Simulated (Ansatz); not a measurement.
# BN in Ansatz: settings compared

One sheet, BN, is run at these levels: PBE, LDA; tasks: work function.

Program: Ansatz 0.2.0. These are calculated values, not measurements. Logs are shortened: lines on timing, memory, paths and dates and some standing lists are left out, and cuts for length are marked.

**1. The sheet as given**

The cell holds a sheet with vacuum, 2 atoms: a = 2.512 Å, b = 2.512 Å, c = 23.902 Å, α = 90.00°, β = 90.00°, γ = 120.00°.

The cell was built by a generator and needn't be a form met in nature.

**2. Work function, PBE**

Contents of input.yaml:

```yaml
crystal:
  lattice:
    - [2.51206, -0.00423, 0.0]
    - [-1.25237, 2.17762, 0.0]
    - [0.0, 0.0, 23.9016]
  atoms:
    - { symbol: B, position: [0.99404, 0.99457, 0.31379] }
    - { symbol: "N", position: [0.66071, 0.32791, 0.31379] }
  periodic: [true, true, false]
kpoints:
  mp_grid: { grid: [12, 12, 1] }
scf:
  occupations: { method: fermi_dirac, width: 0.05 }
hamiltonian:
  xc: pbe
  pseudopotentials: { kind: all_electron, lapw: { basis_error: 0.002 } }
output:
  forces: true
  stress: true
  eigenvalues: true
```

Potentials or basis: all-electron LAPW, scalar-relativistic.

Started as:

```bash
> ansatz run input.yaml --threads 4 --pin off --max-ram 12288MiB --backend cpu --events-out ev --progress --plain --runs-dir out
```

The program printed:

```text
Warning: the atoms were moved onto the symmetric positions of the space group found under crystal.symmetry.tolerance 1.0e-5 (fractional; no operation is sought that the atoms, as they stand in a round, miss by more than twice it, and no atom is moved by as much as it), and the run uses the moved positions. Before a round's move an operation carried an atom to 1.26e-5 Å from where it should land, the largest such distance. Atom 0 (counting from 0) moved farthest, by 7.25e-6 Å; the longest move in fractions of the cell, of whichever atom, is 0.37 of the tolerance, in 1 round. To run the atoms as typed, lower crystal.symmetry.tolerance until the operations that they miss are no longer found, or set crystal.symmetry.detect: false (a key that needs symmetry detection or time reversal refuses this as the deck is read). The positions used, in the order of the run's atom list: position: [0.9940416666666667, 0.9945733333333333, 0.31379]; position: [0.6607083333333333, 0.3279066666666666, 0.31379]; The lattice was moved too: crystal.lattice keeps the space group found at crystal.symmetry.tolerance 1.0e-5 only nearly: the operation that it misses by the most changes a squared length by the fraction 3.72e-6. The run uses the lattice that is a stretch of the typed one, with no rotation, onto the one that keeps every operation to a double's rounding (on a very oblique basis the stretch itself rounds by more); the deck's lattice vector that moved farthest moved by 2.48e-6 Å. To run the lattice as typed, set crystal.symmetry.tolerance under 7.05e-7, the least fraction by which an operation that the lattice misses changes a squared length (the same key also sets how far an atom may lie from its image, so lowering it can lose operations that the atoms keep only within it), or set crystal.symmetry.detect: false, as for the atoms. crystal.lattice made exact, in Å and degrees: [[2.512058397374605, -0.004228101985236051, 0.0], [-1.2523675549582967, 2.17762043890905, 0.0], [0.0, 0.0, 23.9016]]. Pasted over the deck's crystal.lattice, beside positions in fractional coordinates, it runs the same cell (given as lengths and angles, that cell in the form's own orientation, a rigid turn of the misfit's size from the one run here, for which a checkpoint.post_process_only pass over this run's state can be refused: where this run relaxes nothing, give such a pass this deck's own crystal.lattice, as typed; behind a relaxation, as crystal.lattice, the state's own cell, identity.cell in its checkpoint.json), and a matrix so pasted ends this notice, except on a very skew basis of the lattice, where the rounding of the pasted numbers themselves can read as a misfit: the cell is then moved again, and that move is told again. The lattice as run is in this notice's lattice.as_run_ang field (Run.prep()["deck_notices"] in Python, the deck_notice line of an events file, deck_notices of ansatz run --dry-run=json, or deck_notices in record.json in the deck's checkpoint.write directory).
Warning: RAYON_NUM_THREADS=4 ignored (pool sized by the plan → 4); use --threads N
LAPW: plane waves up to 11.164 Å⁻¹, error target 2.0e-3 eV per atom; small_component_spin mean_spin; B in spheres of 0.681 Å, 5 of its electrons in bands, Dirac shells []; N in spheres of 0.769 Å, 7 of its electrons in bands, Dirac shells [] (how accurate: hamiltonian.pseudopotentials.lapw.basis_error, Limitations)
Engine: ansatz 0.2.0, aarch64-unknown-linux-gnu
Pseudopotentials: kind: all_electron
Pseudopotential: B, LAPW, valence charge 5, lapw/all_electron/scalar/gaussian/B, Koelling and Harmon's equation, gaussian nucleus
Pseudopotential: N, LAPW, valence charge 7, lapw/all_electron/scalar/gaussian/N, Koelling and Harmon's equation, gaussian nucleus
Functional definition: PBE
  parameter kappa = 0.804
  parameter beta = 0.06672455060314922
  exchange = pbe_x(kappa = kappa, mu = beta*pi^2/3)
  correlation = pbe_c(beta = beta)
Crystal: 2 atoms, lattice volume = 130.623 Å³
Basis set: ecut = 474.8396984601822 eV, 3115 PW (Γ), exchange–correlation at level 2
Bands: 10, of which v1, the nominal top of the filled ones, is band 6 counted from 1 (5 counted from 0)
Symmetry: 12 space group operations
Space group: P-6m2 (ITA 187), of the structure as read, at distance tolerance 5.1e-5 Å
k-points: 19 of 144 (time reversal used)
Non-local potential: B, projectors of the file, none
Non-local potential: N, projectors of the file, none
Initial density: superposition of atomic densities (neutral atoms: chi_scale 0, normalization atom)
Initial wavefunctions: plane waves of lowest kinetic energy (no species holds an atomic orbital)
Functional: x = pbe(κ = 0.804, μ = 0.2195149727645171), c = pbe(β = 0.06672455060314922)
iter 1 solved again at ethr=3.73e-2 eV; its pass at ethr=1.00e-1 eV (dr2=4.48e0 eV) is discarded
SCF iter   1: F=—  HF=-2170.704045 eV  |F-HF|=—  |Δ(HF+E_count)|=         —  Δρ=5.74e-2  dr2=4.46e0  ethr=3.73e-2  ⟨swp⟩=2.5  Hψ=1445  notcnv=0
preconditioner: auto → none  [insulator: Δε(μ)=6.519 eV  Ē_g=19.198 eV  σ=0.050 eV  W_gap=1.00  n_scr=12 (ndim 8)  ℏωp=9.2 eV  f_vac=0.810  D(μ)=0.00/eV (n_scr^D=0)  ε∞_Penn≈1.2]
iter 2 solved again at ethr=3.27e-3 eV; its pass at ethr=3.71e-2 eV (dr2=3.92e-1 eV) is discarded
SCF iter   2: F=—  HF=-2169.039581 eV  |F-HF|=—  |Δ(HF+E_count)|=    1.66e0  Δρ=2.23e-2  dr2=3.96e-1  ethr=3.27e-3  ⟨swp⟩=2.5  Hψ=1106  notcnv=0
SCF iter   3: F=—  HF=-2168.852984 eV  |F-HF|=—  |Δ(HF+E_count)|=   1.87e-1  Δρ=8.54e-3  dr2=6.71e-2  ethr=3.27e-3  ⟨swp⟩=3.0  Hψ=551  notcnv=0
SCF iter   4: F=—  HF=-2168.839357 eV  |F-HF|=—  |Δ(HF+E_count)|=         —  Δρ=1.90e-3  dr2=2.30e-3  ethr=5.59e-4  ⟨swp⟩=3.7  Hψ=661  notcnv=0  defer=1
the basis was enlarged: its passes take 64.5 KiB over the memory plan, 4 of 4 planned eigensolver slots
SCF iter   5: F=—  HF=-2168.839840 eV  |F-HF|=—  |Δ(HF+E_count)|=   4.84e-4  Δρ=2.39e-4  dr2=4.44e-5  ethr=1.92e-5  ⟨swp⟩=3.0  Hψ=528  notcnv=0
SCF iter   6: F=—  HF=-2168.839851 eV  |F-HF|=—  |Δ(HF+E_count)|=   1.03e-5  Δρ=2.27e-5  dr2=3.74e-7  ethr=3.70e-7  ⟨swp⟩=3.1  Hψ=498  notcnv=0
SCF iter   7: F=-2168.839851 eV  HF=-2168.839851 eV  |F-HF|=1.63e-9  |Δ(HF+E_count)|=   3.23e-7  Δρ=1.49e-6  dr2=1.98e-9  ethr=3.12e-9  ⟨swp⟩=3.4  Hψ=507  notcnv=0
SCF 1 converged in 7 iterations: F = -2168.839851 eV  dr2 = 1.98e-9
SCF converged after 7 iterations
Free energy (F): -2168.839851 eV
Harris-Foulkes:  -2168.839851 eV  (|F-HF|=1.63e-9)
Internal energy: -2168.839851 eV  (E = F + TS)
E sigma→0 (E₀):  -2168.839851 eV
Fermi energy:    -3.501301 eV
--- Per-component energies (eV) ---
  E_band       = -1219.417817
  E_kinetic    = 2161.916030
  E_xc         = -299.264933
  E_electrostatic = -4031.490948  (all electrons and nuclei)
  E_smearing   = -0.000000  (= −TS)
  E_closure    = 0.000000  (closes the sum)
  E_atoms      = -2151.229577  (free atoms, spherical and without spin; not in F)
  Σ components = -2168.839851   (vs F -2168.839851, Δ=0.00e0)
  Basis errors (estimates in eV, not in F): energy 1.2e-3 per atom: plane waves 1.2e-3 (7.5e-4 summed), levels above the bands 1.3e-47, relativity 7.4e-8, radial functions 6.3e-5, core shells 0.0e0; eigenvalues (radial functions only) 2.2e-5; not estimated: angular momenta, meshes, grids; target (lapw.basis_error) 2.0e-3; muffin-tin radii B 0.681 Å, N 0.769 Å
--- Forces (eV/Å), atoms counted from 1 ---
  atom   1  B      0.00000000    -0.00000000     0.00000000
  atom   2  N      0.00000000     0.00000000     0.00000000
  max |Σ_I F_I| component: 4.44e-16 eV/Å
--- 2D stress c σ (N/m, compression-positive) ---
       -0.019104       0.000000       0.000000
        0.000000      -0.019104       0.000000
        0.000000       0.000000       0.000000
  P = ½ c Tr σ = -0.0191 N/m
--- Band table (eV; the first three rows and the last of 19) ---
  k-point 0: bands = ["-380.3303", "-177.6395", "-23.4336", "-11.0210", "-7.1774", "-7.1774", "-1.1259", "-0.2296", "0.4680", "0.7307"]
  k-point 1: bands = ["-380.3303", "-177.6395", "-23.3011", "-10.8429", "-7.7340", "-7.4329", "-0.8969", "-0.0185", "0.6900", "0.9448"]
  k-point 2: bands = ["-380.3303", "-177.6395", "-22.9108", "-10.3166", "-9.1367", "-8.0554", "-0.2371", "0.6043", "1.3509", "1.5793"]
  k-point 18: bands = ["-380.3303", "-177.6394", "-19.8052", "-13.6806", "-12.9759", "-5.8203", "-1.1590", "6.5267", "7.4619", "8.7524"]
  the weakly bound empty levels are not read free of the cell's end (augmented_plane_waves)
```

Wall time 5 s (4 threads of Arm Neoverse V2, shared host); peak memory 0.6 GiB.

Results:

```
Free energy            : -2168.8399 eV
Band gap on the k mesh : 4.66 eV, direct
Work function          : 3.50 eV
```

Levels at points of the mesh, in eV from the valence-band top:
| k point | band 3 | band 4 | band 5 | band 6 | band 7 | band 8 | band 9 | band 10 |
| --- | --- | --- | --- | --- | --- | --- | --- | --- |
| (0.00, 0.00, 0.00) | -17.61 | -5.20 | -1.36 | -1.36 | 4.69 | 5.59 | 6.29 | 6.55 |
| (0.00, -0.50, 0.00) | -14.56 | -8.85 | -4.13 | -0.90 | 4.78 | 9.66 | 12.44 | 12.88 |

As with any semilocal functional, this PBE gap is likely too small.

**3. Work function, LDA**

input.yaml, as its differences from that of step 2:

```diff
@@ -14,3 +14,3 @@
 hamiltonian:
-  xc: pbe
+  xc: lda
   pseudopotentials: { kind: all_electron, lapw: { basis_error: 0.002 } }
```

Potentials or basis: all-electron LAPW, scalar-relativistic.

Started as:

```bash
> ansatz run input.yaml --threads 4 --pin off --max-ram 12288MiB --backend cpu --events-out ev --progress --plain --runs-dir out
```

The program printed:

```text
Warning: the atoms were moved onto the symmetric positions of the space group found under crystal.symmetry.tolerance 1.0e-5 (fractional; no operation is sought that the atoms, as they stand in a round, miss by more than twice it, and no atom is moved by as much as it), and the run uses the moved positions. Before a round's move an operation carried an atom to 1.26e-5 Å from where it should land, the largest such distance. Atom 0 (counting from 0) moved farthest, by 7.25e-6 Å; the longest move in fractions of the cell, of whichever atom, is 0.37 of the tolerance, in 1 round. To run the atoms as typed, lower crystal.symmetry.tolerance until the operations that they miss are no longer found, or set crystal.symmetry.detect: false (a key that needs symmetry detection or time reversal refuses this as the deck is read). The positions used, in the order of the run's atom list: position: [0.9940416666666667, 0.9945733333333333, 0.31379]; position: [0.6607083333333333, 0.3279066666666666, 0.31379]; The lattice was moved too: crystal.lattice keeps the space group found at crystal.symmetry.tolerance 1.0e-5 only nearly: the operation that it misses by the most changes a squared length by the fraction 3.72e-6. The run uses the lattice that is a stretch of the typed one, with no rotation, onto the one that keeps every operation to a double's rounding (on a very oblique basis the stretch itself rounds by more); the deck's lattice vector that moved farthest moved by 2.48e-6 Å. To run the lattice as typed, set crystal.symmetry.tolerance under 7.05e-7, the least fraction by which an operation that the lattice misses changes a squared length (the same key also sets how far an atom may lie from its image, so lowering it can lose operations that the atoms keep only within it), or set crystal.symmetry.detect: false, as for the atoms. crystal.lattice made exact, in Å and degrees: [[2.512058397374605, -0.004228101985236051, 0.0], [-1.2523675549582967, 2.17762043890905, 0.0], [0.0, 0.0, 23.9016]]. Pasted over the deck's crystal.lattice, beside positions in fractional coordinates, it runs the same cell (given as lengths and angles, that cell in the form's own orientation, a rigid turn of the misfit's size from the one run here, for which a checkpoint.post_process_only pass over this run's state can be refused: where this run relaxes nothing, give such a pass this deck's own crystal.lattice, as typed; behind a relaxation, as crystal.lattice, the state's own cell, identity.cell in its checkpoint.json), and a matrix so pasted ends this notice, except on a very skew basis of the lattice, where the rounding of the pasted numbers themselves can read as a misfit: the cell is then moved again, and that move is told again. The lattice as run is in this notice's lattice.as_run_ang field (Run.prep()["deck_notices"] in Python, the deck_notice line of an events file, deck_notices of ansatz run --dry-run=json, or deck_notices in record.json in the deck's checkpoint.write directory).
Warning: RAYON_NUM_THREADS=4 ignored (pool sized by the plan → 4); use --threads N
LAPW: plane waves up to 11.190 Å⁻¹, error target 2.0e-3 eV per atom; small_component_spin mean_spin; B in spheres of 0.683 Å, 5 of its electrons in bands, Dirac shells []; N in spheres of 0.768 Å, 7 of its electrons in bands, Dirac shells [] (how accurate: hamiltonian.pseudopotentials.lapw.basis_error, Limitations)
[... 4 set-up lines as earlier in the session ...]
Functional definition: SPW92
  exchange = slater_x
  correlation = pw_c
Crystal: 2 atoms, lattice volume = 130.623 Å³
Basis set: ecut = 477.03128180348233 eV, 3163 PW (Γ), exchange–correlation at level 2
Bands: 10, of which v1, the nominal top of the filled ones, is band 6 counted from 1 (5 counted from 0)
[... 2 set-up lines as earlier in the session ...]
k-points: 19 of 144 (time reversal used)
[... 4 set-up lines as earlier in the session ...]
Functional: x = slater, c = lda
iter 1 solved again at ethr=3.84e-2 eV; its pass at ethr=1.00e-1 eV (dr2=4.60e0 eV) is discarded
SCF iter   1: F=—  HF=-2154.792681 eV  |F-HF|=—  |Δ(HF+E_count)|=         —  Δρ=5.81e-2  dr2=4.58e0  ethr=3.84e-2  ⟨swp⟩=2.8  Hψ=1451  notcnv=0
preconditioner: auto → none  [insulator: Δε(μ)=6.489 eV  Ē_g=19.154 eV  σ=0.050 eV  W_gap=1.00  n_scr=12 (ndim 8)  ℏωp=9.2 eV  f_vac=0.810  D(μ)=0.00/eV (n_scr^D=0)  ε∞_Penn≈1.2]
iter 2 solved again at ethr=3.64e-3 eV; its pass at ethr=3.82e-2 eV (dr2=4.37e-1 eV) is discarded
SCF iter   2: F=—  HF=-2153.013609 eV  |F-HF|=—  |Δ(HF+E_count)|=    1.78e0  Δρ=2.33e-2  dr2=4.42e-1  ethr=3.64e-3  ⟨swp⟩=2.5  Hψ=1103  notcnv=0
SCF iter   3: F=—  HF=-2152.788805 eV  |F-HF|=—  |Δ(HF+E_count)|=   2.25e-1  Δρ=8.49e-3  dr2=6.73e-2  ethr=3.64e-3  ⟨swp⟩=3.0  Hψ=560  notcnv=0
SCF iter   4: F=—  HF=-2152.764938 eV  |F-HF|=—  |Δ(HF+E_count)|=         —  Δρ=1.78e-3  dr2=1.90e-3  ethr=5.61e-4  ⟨swp⟩=3.5  Hψ=644  notcnv=0  defer=2
the basis was enlarged: its passes take 21.2 KiB over the memory plan, 4 of 4 planned eigensolver slots
SCF iter   5: F=—  HF=-2152.764597 eV  |F-HF|=—  |Δ(HF+E_count)|=   3.42e-4  Δρ=2.22e-4  dr2=3.65e-5  ethr=1.58e-5  ⟨swp⟩=3.1  Hψ=511  notcnv=0
SCF iter   6: F=—  HF=-2152.764593 eV  |F-HF|=—  |Δ(HF+E_count)|=   4.08e-6  Δρ=1.92e-5  dr2=2.66e-7  ethr=3.04e-7  ⟨swp⟩=3.2  Hψ=499  notcnv=0
SCF iter   7: F=-2152.764593 eV  HF=-2152.764593 eV  |F-HF|=3.68e-9  |Δ(HF+E_count)|=   2.84e-8  Δρ=1.47e-6  dr2=3.94e-9  ethr=2.22e-9  ⟨swp⟩=3.4  Hψ=506  notcnv=0
SCF 1 converged in 7 iterations: F = -2152.764593 eV  dr2 = 3.94e-9
SCF converged after 7 iterations
Free energy (F): -2152.764593 eV
Harris-Foulkes:  -2152.764593 eV  (|F-HF|=3.68e-9)
Internal energy: -2152.764593 eV  (E = F + TS)
E sigma→0 (E₀):  -2152.764593 eV
Fermi energy:    -3.865389 eV
--- Per-component energies (eV) ---
  E_band       = -1211.328662
  E_kinetic    = 2138.478600
  E_xc         = -281.890206
  E_electrostatic = -4009.352987  (all electrons and nuclei)
  E_smearing   = -0.000000  (= −TS)
  E_closure    = 0.000000  (closes the sum)
  E_atoms      = -2133.513677  (free atoms, spherical and without spin; not in F)
  Σ components = -2152.764593   (vs F -2152.764593, Δ=0.00e0)
  Basis errors (estimates in eV, not in F): energy 1.2e-3 per atom: plane waves 1.2e-3 (7.6e-4 summed), levels above the bands 2.0e-50, relativity 1.1e-8, radial functions 3.1e-5, core shells 0.0e0; eigenvalues (radial functions only) 2.3e-5; not estimated: angular momenta, meshes, grids; target (lapw.basis_error) 2.0e-3; muffin-tin radii B 0.683 Å, N 0.768 Å
--- Forces (eV/Å), atoms counted from 1 ---
  atom   1  B     -0.00000000     0.00000000     0.00000000
  atom   2  N      0.00000000     0.00000000     0.00000000
  max |Σ_I F_I| component: 0.00e0 eV/Å
--- 2D stress c σ (N/m, compression-positive) ---
       -3.434325       0.000000       0.000000
        0.000000      -3.434325       0.000000
        0.000000       0.000000       0.000000
  P = ½ c Tr σ = -3.4343 N/m
--- Band table (eV; the first three rows and the last of 19) ---
  k-point 0: bands = ["-377.2071", "-175.7072", "-23.5296", "-11.3864", "-7.4933", "-7.4933", "-1.3039", "-0.2330", "0.4448", "0.7094"]
  k-point 1: bands = ["-377.2071", "-175.7072", "-23.3970", "-11.2074", "-8.0401", "-7.7501", "-1.0752", "-0.0247", "0.6664", "0.9219"]
  k-point 2: bands = ["-377.2071", "-175.7072", "-23.0065", "-10.6785", "-9.4235", "-8.3749", "-0.4189", "0.5847", "1.3268", "1.5488"]
  k-point 18: bands = ["-377.2071", "-175.7071", "-19.8602", "-14.0497", "-13.1904", "-6.1260", "-1.5882", "5.9970", "7.0861", "8.3044"]
  the weakly bound empty levels are not read free of the cell's end (augmented_plane_waves)
```

Run time: 4.8 s. Hardware: 4 threads of Arm Neoverse V2, shared host; peak memory 0.6 GiB.

Results:

| Property | Result |
| --- | --- |
| Free energy | -2152.7646 eV |
| Band gap on the k mesh | 4.54 eV, direct |
| Work function | 3.87 eV |

Expect the measured gap to be larger: semilocal functionals such as LDA lack the derivative discontinuity.
